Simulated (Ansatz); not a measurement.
Input and command of a plane-wave DFT calculation in Ansatz:

```yaml
crystal:
  lattice:
    - [17.8, 0.0, 0.0]
    - [0.0, 18.1, 0.0]
    - [0.0, 0.0, 18.4]
  atoms:
    - { symbol: In, position: [0.3597343262, 0.3620591717, 0.3643082069] }
    - { symbol: Sb, position: [0.4529204213, 0.4537007458, 0.2741607888] }
    - { symbol: Sb, position: [0.4529204213, 0.4537007458, 0.6347504611] }
    - { symbol: In, position: [0.3597343262, 0.54534232, 0.5446030431] }
    - { symbol: In, position: [0.7324787066, 0.54534232, 0.5446030431] }
    - { symbol: Sb, position: [0.4529204213, 0.2704175975, 0.454455625] }
    - { symbol: Sb, position: [0.4529204213, 0.6369838942, 0.454455625] }
    - { symbol: In, position: [0.5461065164, 0.3620591717, 0.5446030431] }
    - { symbol: In, position: [0.5461065164, 0.7286254684, 0.5446030431] }
    - { symbol: Sb, position: [0.2665482312, 0.4537007458, 0.454455625] }
    - { symbol: Sb, position: [0.6392926115, 0.4537007458, 0.454455625] }
    - { symbol: In, position: [0.5461065164, 0.54534232, 0.3643082069] }
    - { symbol: In, position: [0.5461065164, 0.54534232, 0.7248978792] }
    - { symbol: Sb, position: [0.6392926115, 0.6369838942, 0.6347504611] }
    - { symbol: H, position: [0.3032967157, 0.3065569911, 0.3097109532] }
    - { symbol: H, position: [0.397455873, 0.5082459923, 0.2205048671] }
    - { symbol: H, position: [0.5083849697, 0.3991554994, 0.2205048671] }
    - { symbol: H, position: [0.397455873, 0.3991554994, 0.6884063829] }
    - { symbol: H, position: [0.3032967157, 0.6008445006, 0.5992002968] }
    - { symbol: H, position: [0.7889163172, 0.4898401394, 0.5992002968] }
    - { symbol: H, position: [0.7889163172, 0.6008445006, 0.4900057893] }
    - { symbol: H, position: [0.397455873, 0.2158723511, 0.5081115467] }
    - { symbol: H, position: [0.5083849697, 0.2158723511, 0.4007997032] }
    - { symbol: H, position: [0.397455873, 0.6915291406, 0.4007997032] }
    - { symbol: H, position: [0.602544127, 0.3065569911, 0.5992002968] }
    - { symbol: H, position: [0.4896689058, 0.7841276489, 0.5992002968] }
    - { symbol: H, position: [0.602544127, 0.7841276489, 0.4900057893] }
    - { symbol: H, position: [0.2110836828, 0.3991554994, 0.5081115467] }
    - { symbol: H, position: [0.2110836828, 0.5082459923, 0.4007997032] }
    - { symbol: H, position: [0.6947571598, 0.3991554994, 0.4007997032] }
    - { symbol: H, position: [0.602544127, 0.6008445006, 0.3097109532] }
    - { symbol: H, position: [0.4896689058, 0.6008445006, 0.7794951329] }
    - { symbol: H, position: [0.602544127, 0.4898401394, 0.7794951329] }
    - { symbol: H, position: [0.6947571598, 0.6915291406, 0.6884063829] }
basis:
  ecutwfc: 420
kpoints:
  mp_grid: { grid: [1, 1, 1] }
hamiltonian:
  xc: pbe
scf:
  occupations: { method: gaussian, width: 0.05 }
output:
  forces: true
  eigenvalues: true
  populations: true
  write_density: true
  write_potential: true
  elf: true
  volumetric_format: npy
relax:
  adjacent_minimum: "off"
  f_tol: 0.03
  max_steps: 40
```

```bash
ansatz run input.yaml --threads 4 --pin off --max-ram 11264MiB --backend cpu --events-out ev --progress --plain --runs-dir out
```

Processor: Intel(R) Xeon(R) 6975P-C (Granite Rapids), 4 threads, on a host shared with other jobs.

Question: How long does it run, and how much memory does it take?

Answer: About 110 s on 4 threads of Intel(R) Xeon(R) 6975P-C (Granite Rapids) (shared host), peak memory 3.9 GiB. It solves 142 bands at 1 k points (the mesh reduced by symmetry) with about 115923 plane waves, in 63 SCF iterations over 9 ionic steps.
